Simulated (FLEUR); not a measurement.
**FeO (Wuestite) under changes of volume**

One of the cells (10.013 Å³/atom); the others are scaled copies at fixed shape and fractional positions:

```
CELL_PARAMETERS angstrom
0.00000 2.15540 2.15540
2.15540 0.00000 2.15540
2.15540 2.15540 0.00000
ATOMIC_POSITIONS crystal
Fe 0.00000 0.00000 0.00000
O 0.50000 0.50000 0.50000
```

```yaml
Program: FLEUR MaX-R8.1 (later development tree)
Functional: LDA
Potentials_or_basis: all-electron
Basis: FLAPW
Kmax: 4.73 1/bohr
k_mesh: 11 × 11 × 11
Occupations: fermi-dirac, width 0.05 eV
Spin: collinear spin, ferromagnetic start
Starting_moments: "[3.0, 0.0] μB"
```

```csv
volume (Å³/atom),energy over the lowest point (meV/atom),moment (μB per cell)
9.413,0.00,3.96
9.613,?,?
10.013,39.31,4.00
10.414,86.04,4.00
10.614,114.28,4.00
```

Question: What does the run at 9.613 Å³/atom give?

Answer: Energy over the lowest point 8.29 meV/atom; moment 3.99 μB per cell.

Worked out: A Birch-Murnaghan fit of order 2 (a polynomial in V^(-2/3)) to the other rows has its minimum at 9.21 Å³/atom, just outside them, with B0 = V·E''(V) = 223 GPa. It gives 8.41 meV/atom at 9.613 Å³/atom, against the run's 8.29. A parabola through the other rows of the moment, of slope 0.0742 μB per Å³/atom there, gives 3.98 μB, against the run's 3.99.

Energies are extrapolated to zero smearing.

Caveats: a cell with one magnetic atom can't hold antiferromagnetic order, which such compounds often take.
